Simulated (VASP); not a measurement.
Here is a VASP 6.6.1 calculation.

File INCAR:

```
ALGO = Normal
EDIFF = 1E-7
EDIFFG = -0.004
ENCUT = 600
IBRION = 2
ISIF = 3
ISMEAR = 0
LASPH = T
LCHARG = F
LMIXTAU = T
LREAL = F
LWAVE = F
METAGGA = R2SCAN
NELM = 60
NSW = 80
PREC = Accurate
SIGMA = 0.1
```

File KPOINTS:

```
k-points
0
Gamma
  15 15 8
```

File POSCAR:

```
Hf
1.0
    3.1967000000      0.0000000000      0.0000000000
   -1.5983500000      2.7684234100      0.0000000000
    0.0000000000      0.0000000000      5.0578000000
Hf
2
Direct
    0.3333333300      0.6666666700      0.2500000000
    0.6666666700      0.3333333300      0.7500000000
```

Potentials or basis: VASP PAW PBE potentials, release 64 (Hf_pv).

Launch:

```console
$ cat potpaw_PBE.64/Hf_pv/POTCAR > POTCAR
$ mpirun -np 1 vasp_std > vasp.out
```

(1) Predict the relaxed cell.

(2) What does it give for the band gap on the k mesh?

Answers

(1) a = 3.193 Å, b = 3.193 Å, c = 5.035 Å, α = 90.00°, β = 90.00°, γ = 120.00°.

(2) none (metal or under the smearing width).
